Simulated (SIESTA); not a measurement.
Pb under changes of volume

One of the cells (41.486 Å³/atom); the others are scaled copies at fixed shape and fractional positions:

```
Pb
1.0
     0.00000    3.46178    3.46178
     3.46178    0.00000    3.46178
     3.46178    3.46178    0.00000
Pb
2
Direct
  0.25000 0.25000 0.25000
  0.00000 0.00000 0.00000
```

This isn't the form of Pb at room conditions, which is fcc.

```yaml
Program: SIESTA 5.4.2
Functional: PBEsol
Potentials_or_basis: PseudoDojo 0.4 standard (PBEsol files)
Basis: DZP (energy shift 0.003 Ry; two zetas on semicore shells)
Grid_cutoff: 500 Ry
Energy_shift: 0.003 Ry
k_mesh: 7 × 7 × 7
Occupations: fermi-dirac, width 0.05 eV
Spin: no spin polarisation
```

```csv
volume (Å³/atom),energy over the lowest point (meV/atom),pressure (GPa)
38.232,33.93,3.4
39.045,19.23,2.5
39.859,8.92,1.6
41.486,0.00,0.2
42.299,?,?
43.112,4.08,-0.9
```

Task: What does the run at 42.299 Å³/atom give?

Result: Energy over the lowest point 0.86 meV/atom; pressure -0.4 GPa.

Worked out: A Birch-Murnaghan fit of order 3 (a polynomial in V^(-2/3)) to the other rows has its minimum at 41.74 Å³/atom with B0 = V·E''(V) = 32 GPa and B' = 4.3. It gives 0.58 meV/atom at 42.299 Å³/atom, against the run's 0.86, and -dE/dV = -0.4 GPa, against -0.4.

Energies are extrapolated to zero smearing.

Caveats: the basis of atomic orbitals isn't converged, which shifts pressures, moduli and gaps.
